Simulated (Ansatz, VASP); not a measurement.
## Two plane-wave programs on C

```
C
1.0
     0.00000    1.91906    1.70583
     1.91906    0.00000    1.70583
     1.91906    1.91906    0.00000
C
2
Direct
  0.50000 0.50000 0.50000
  0.75000 0.75000 0.75000
```

Change from the starting cell: strain +0.080 along x and y, -0.040 along z, atoms carried along.

Alike in both runs: task single point; functional PBEsol; k mesh 12 × 12 × 12; occupations gaussian, width 0.05 eV; no spin polarisation.

```csv
,VASP,Ansatz
version,VASP 6.6.1,Ansatz 0.2.0
potentials or method,"VASP PAW PBE potentials, release 64 (C)","scalar-relativistic, plane waves, PAW"
plane-wave cutoff (eV),520,420
valence electrons in the cell,8,8
```

```tsv
	VASP	Ansatz	Ansatz less VASP
gap on the k mesh at the Fermi level (eV)	1.17	1.18	+0.006
least direct gap on the mesh (eV)	3.51	3.51	+0.003
pressure (GPa)	-40.2	-40.8	-0.60
largest component of the traceless stress (GPa)	56.54	56.58	+0.040
```

Caveats: the cell as given lies far from equilibrium; so large a pressure means that the cell lies far from this level's equilibrium, or that cutoff or potentials fall short (VASP); the potentials were made for another functional, which shifts forces and pressure (VASP). A k mesh can miss the band edges.
